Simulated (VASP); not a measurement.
# AgI (F-43m) in VASP: single point with PBE

Aim: the single point of AgI with PBE.

All numbers are computed with VASP 6.6.1; they aren't measurements. Logs are shortened: lines on timing, memory, paths and dates and some standing lists are left out, and cuts for length are marked.

## (1) The crystal as given

Symmetry: F-43m, No. 216, cubic system. Conventional cell: a = 6.323 Å, b = 6.323 Å, c = 6.323 Å, α = 90.00°, β = 90.00°, γ = 90.00°. Ag (site symmetry -43m) has 4 I at 2.74 Å as nearest neighbours. I (site symmetry -43m) is surrounded by 4 Ag at 2.74 Å.

The cell was built by a generator and needn't be a form met in nature.

## (2) Single point, PBE

INCAR

```
PREC = Accurate
ENCUT = 520
EDIFF = 1E-6
ISMEAR = 1
SIGMA = 0.0129
LREAL = F
LASPH = T
NELM = 80
ALGO = Normal
ISIF = 2
LWAVE = F
LCHARG = F
GGA = PE
NBANDS = 16
```

KPOINTS

```
regular mesh
0
Gamma
  7 7 7
```

POSCAR

```
AgI
1.0
    0.0000000000      3.1617280000      3.1617280000
    3.1617280000      0.0000000000      3.1617280000
    3.1617280000      3.1617280000      0.0000000000
Ag I
1 1
Direct
    0.0000000000      0.0000000000      0.0000000000
    0.2500000000      0.2500000000      0.2500000000
```

Potentials or basis: VASP PAW PBE potentials, release 64 (Ag, I).

Command:

```
cat potpaw_PBE.64/Ag/POTCAR potpaw_PBE.64/I/POTCAR > POTCAR
mpirun -np 1 vasp_std > vasp.out
```

OUTCAR:

```text
PREC = Accurate
   ENCUT = 520
   EDIFF = 1E-6
   ISMEAR = 1
   LREAL = F
   LASPH = T
   NELM = 80
   ISIF = 2
   GGA = PE

 ion  position               nearest neighbor table
   1  0.000  0.000  0.000-   2 2.74   2 2.74   2 2.74   2 2.74
   2  0.250  0.250  0.250-   1 2.74   1 2.74   1 2.74   1 2.74

  LATTYP: Found a face centered cubic cell.
 ALAT       =     6.3234560000

  Lattice vectors:

 A1 = (   0.0000000000,   3.1617280000,   3.1617280000)
 A2 = (   3.1617280000,   0.0000000000,   3.1617280000)
 A3 = (   3.1617280000,   3.1617280000,   0.0000000000)

Analysis of symmetry for initial positions (statically):
=====================================================================
 Subroutine PRICEL returns:
 Original cell was already a primitive cell.

 Routine SETGRP: Setting up the symmetry group for a
 face centered cubic supercell.

 Subroutine GETGRP returns: Found 24 space group operations
 (whereof 24 operations were pure point group operations)
 out of a pool of 48 trial point group operations.

The static configuration has the point symmetry T_d .

Analysis of symmetry for dynamics (positions and initial velocities):
=====================================================================
 Subroutine PRICEL returns:
 Original cell was already a primitive cell.

 Routine SETGRP: Setting up the symmetry group for a
 face centered cubic supercell.

 Subroutine GETGRP returns: Found 24 space group operations
 (whereof 24 operations were pure point group operations)
 out of a pool of 48 trial point group operations.

The dynamic configuration has the point symmetry T_d .

 Subroutine INISYM returns: Found 24 space group operations
 (whereof 24 operations are pure point group operations),
 and found     1 'primitive' translations

----------------------------------------------------------------------------------------

                                     Primitive cell

  volume of cell :      63.2126

  direct lattice vectors                    reciprocal lattice vectors
     0.000000000  3.161728000  3.161728000    -0.158141371  0.158141371  0.158141371
     3.161728000  0.000000000  3.161728000     0.158141371 -0.158141371  0.158141371
     3.161728000  3.161728000  0.000000000     0.158141371  0.158141371 -0.158141371

  length of vectors
     4.471358618  4.471358618  4.471358618     0.273908889  0.273908889  0.273908889

  position of ions in fractional coordinates (direct lattice)
     0.000000000  0.000000000  0.000000000
     0.250000000  0.250000000  0.250000000

  ion indices of the primitive-cell ions
   primitive index   ion index
                 1           1
                 2           2

----------------------------------------------------------------------------------------

 KPOINTS: regular mesh

Automatic generation of k-mesh.
 Grid dimensions read from file:
 generate k-points for:    7    7    7

 Generating k-lattice:

  Cartesian coordinates                     Fractional coordinates (reciprocal lattice)
    -0.022591624  0.022591624  0.022591624     0.142857143  0.000000000  0.000000000
     0.022591624 -0.022591624  0.022591624     0.000000000  0.142857143  0.000000000
     0.022591624  0.022591624 -0.022591624     0.000000000  0.000000000  0.142857143

  Length of vectors
     0.039129841  0.039129841  0.039129841

  Shift w.r.t. Gamma in fractional coordinates (k-lattice)
     0.000000000  0.000000000  0.000000000

 Subroutine IBZKPT returns following result:
 ===========================================

 Found     20 irreducible k-points:

 Following reciprocal coordinates:
            Coordinates               Weight
  0.000000  0.000000  0.000000      1.000000
  0.142857  0.000000  0.000000      8.000000
  0.285714  0.000000  0.000000      8.000000
  0.428571  0.000000  0.000000      8.000000
  0.142857  0.142857  0.000000      6.000000
  0.285714  0.142857  0.000000     24.000000
[... 12 lines left out ...]
 -0.428571  0.428571  0.142857     24.000000
 -0.285714  0.428571  0.142857     24.000000
   k-points           NKPTS =     20   k-points in BZ     NKDIM =     20   number of bands    NBANDS=     16
   number of dos      NEDOS =    301   number of ions     NIONS =      2
   total plane-waves  NPLWV =  46656
   dimension x,y,z NGX =    36 NGY =   36 NGZ =   36
   dimension x,y,z NGXF=    72 NGYF=   72 NGZF=   72
   ions per type =               1   1
   NGX,Y,Z   is equivalent  to a cutoff of  13.38, 13.38, 13.38 a.u.
   NGXF,Y,Z  is equivalent  to a cutoff of  26.77, 26.77, 26.77 a.u.
 SYSTEM =  unknown system
   PREC   = accura    normal or accurate (medium, high low for compatibility)
   ISTART =      0    job   : 0-new  1-cont  2-samecut
   ICHARG =      2    charge: 1-file 2-atom 10-const
   ISPIN  =      1    spin polarized calculation?
   LNONCOLLINEAR =      F non collinear calculations
   LSORBIT =      F    spin-orbit coupling
   LASPH  =      T    aspherical Exc in radial PAW
   ENCUT  =  520.0 eV  38.22 Ry    6.18 a.u.   8.31  8.31  8.31*2*pi/ulx,y,z
   NELM   =     80;   NELMIN=  2; NELMDL= -5     # of ELM steps
   EDIFF  = 0.1E-05   stopping-criterion for ELM
   LREAL  =      F    real-space projection
   EDIFFG = 0.1E-04   stopping-criterion for IOM
   NSW    =      0    number of steps for IOM
   IBRION =     -1    ionic relax: 0-MD 1-quasi-New 2-CG
   NFREE  =      0    steps in history (QN), initial steepest desc. (CG)
   ISIF   =      2    stress and relaxation
   ISYM   =      2    0-nonsym 1-usesym 2-fastsym
   POTIM  = 0.5000    time-step for ionic-motion
   TEBEG  =    0.0;   TEEND  =   0.0 temperature during run
   PSTRESS=    0.0 pullay stress
   NELECT =      18.0000    total number of electrons
   NUPDOWN=      -1.0000    fix difference up-down
   EMIN   =  10.00;   EMAX   =-10.00  energy-range for DOS
   EFERMI =   0.00;   METHOD = LEGACY
   ISMEAR =     1;   SIGMA  =   0.01  broadening in eV -4-tet -1-fermi 0-gaus
   EFERMI_NEDOS =   21; number of points for ismear=-14 and -15
   IALGO  =     38    algorithm
   IMIX   =      4    mixing-type and parameters
     AMIX     =   0.40;   BMIX     =  1.00
     AMIX_MAG =   1.60;   BMIX_MAG =  1.00
  volume/ion in A,a.u.               =      31.61       213.29
  Fermi-wavevector in a.u.,A,eV,Ry     =   1.077038  2.035307 15.782916  1.160012
  Thomas-Fermi vector in A             =   2.212939
   LORBIT       =      0    0 simple, 1 ext, 2 COOP (PROOUT), +10 PAW based schemes
   GGA     = PE    functional components
   LHFCALC =     F    Hartree Fock is set to
   AEXX    =    0.0000 exact exchange contribution
   IVDW    =     0    specifies the selected vdW correction
   LEPSILON=     F    determine dielectric tensor
   LRPA    =     F    only Hartree local field effects (RPA)
 non-spin polarized calculation
 Methfessel and Paxton  Order N= 1 SIGMA  =   0.01
  energy-cutoff  :      520.00
  volume of cell :       63.21
 maximum number of plane-waves:      1721
 NGX is ok and might be reduce to    36
   NGX = 17   NGY = 17   NGZ = 17

 number of electron      18.0000002 magnetization

 Free energy of the ion-electron system (eV)
  ---------------------------------------------------
  ext. energy  EPLUGINS =         0.00000000
  ---------------------------------------------------
  free energy    TOTEN  =        -4.65661774 eV

  energy without entropy =       -4.65661774  energy(sigma->0) =       -4.65661774

 E-fermi :   4.1343     XC(G=0):  -8.8060

 val. band max:        4.0731759768   @ k =   0.0000   0.0000   0.0000
 cond. band min:       5.4188352577   @ k =   0.0000   0.0000   0.0000
 fundamental gap:      1.3456592809
 Fermi energy:         4.1342695191

 k-point     1 :       0.0000    0.0000    0.0000
  band No.  band energies     occupation
      1      -9.2064      2.00000
      2      -0.6606      2.00000
      3      -0.6606      2.00000
      4      -0.6606      2.00000
      5       0.6187      2.00000
      6       0.6187      2.00000
[... 8 lines left out ...]
     15      14.1914      0.00000
     16      14.1914      0.00000

 k-point     2 :       0.1429    0.0000    0.0000
  band No.  band energies     occupation
      1      -9.1419      2.00000
      2      -0.6967      2.00000
      3      -0.6215      2.00000
      4      -0.6215      2.00000
      5       0.6129      2.00000
      6       0.6129      2.00000
[... 8 lines left out ...]
     15      13.4432      0.00000
     16      13.7538      0.00000

 k-point     3 :       0.2857    0.0000    0.0000
  band No.  band energies     occupation
      1      -8.9908      2.00000
      2      -0.7232      2.00000
      3      -0.5376      2.00000
      4      -0.5376      2.00000
      5       0.6181      2.00000
      6       0.6181      2.00000
[... 8 lines left out ...]
     15      13.4342      0.00000
     16      13.4342      0.00000

 k-point     4 :       0.4286    0.0000    0.0000
  band No.  band energies     occupation
      1      -8.8630      2.00000
      2      -0.6388      2.00000
      3      -0.4772      2.00000
      4      -0.4772      2.00000
      5       0.6473      2.00000
      6       0.6473      2.00000
[... 8 lines left out ...]
     15      14.5808      0.00000
     16      14.5808      0.00000
[... 248 lines left out ...]
 k-point    18 :      -0.4286    0.2857    0.1429
  band No.  band energies     occupation
      1      -8.7852      2.00000
      2      -0.6189      2.00000
      3      -0.4420      2.00000
      4      -0.2485      2.00000
      5       0.5992      2.00000
      6       0.6525      2.00000
[... 8 lines left out ...]
     15      14.7972      0.00000
     16      15.8111      0.00000

 k-point    19 :      -0.4286    0.4286    0.1429
  band No.  band energies     occupation
      1      -8.7438      2.00000
      2      -0.8204      2.00000
      3      -0.2482      2.00000
      4      -0.1254      2.00000
      5       0.6505      2.00000
      6       0.7275      2.00000
[... 8 lines left out ...]
     15      15.5663      0.00000
     16      15.9342      0.00000

 k-point    20 :      -0.2857    0.4286    0.1429
  band No.  band energies     occupation
      1      -8.7325      2.00000
      2      -0.6389      2.00000
      3      -0.3445      2.00000
      4      -0.0993      2.00000
      5       0.5383      2.00000
      6       0.7549      2.00000
[... 8 lines left out ...]
     15      14.9074      0.00000
     16      16.7693      0.00000

------------------------ aborting loop because EDIFF is reached ----------------------------------------

  FORCE on cell =-STRESS in cart. coord.  units (eV):
  Direction    XX          YY          ZZ          XY          YZ          ZX
  --------------------------------------------------------------------------------------
  -------------------------------------------------------------------------------------
  Total        2.0821629      2.0821629      2.0821629      0.0000000      0.0000000      0.0000000
  in kB       52.7742139     52.7742139     52.7742139      0.0000000      0.0000000      0.0000000
  external PRESSURE =      52.7742139 kB  Pullay stress =       0.0000000 kB

 VOLUME and BASIS-vectors are now :
 -----------------------------------------------------------------------------
  energy-cutoff  :      520.00
  volume of cell :       63.21
      direct lattice vectors                 reciprocal lattice vectors
     0.000000000  3.161728000  3.161728000    -0.158141371  0.158141371  0.158141371
     3.161728000  0.000000000  3.161728000     0.158141371 -0.158141371  0.158141371
     3.161728000  3.161728000  0.000000000     0.158141371  0.158141371 -0.158141371

 POSITION                                       TOTAL-FORCE (eV/Angst)
 -----------------------------------------------------------------------------------
      0.00000      0.00000      0.00000         0.000000      0.000000      0.000000
      1.58086      1.58086      1.58086        -0.000000     -0.000000     -0.000000
 -----------------------------------------------------------------------------------
    total drift:                                0.000000      0.000000     -0.000000

  FREE ENERGIE OF THE ION-ELECTRON SYSTEM (eV)
  ---------------------------------------------------
  free  energy   TOTEN  =        -4.6566177419 eV

  energy  without entropy=       -4.6566177419  energy(sigma->0) =       -4.65661774
```

Run time: 13 s. Hardware: 1 thread of Intel Xeon Platinum 8488C (Sapphire Rapids), shared host; peak memory 0.2 GiB.

Results:

```yaml
Free_energy: -4.6566 eV
Pressure: 5.3 GPa
Band_gap_on_the_k_mesh: 1.35 eV, direct
```

Caveat: spin-orbit coupling is left out, which moves the levels of the heavy elements.
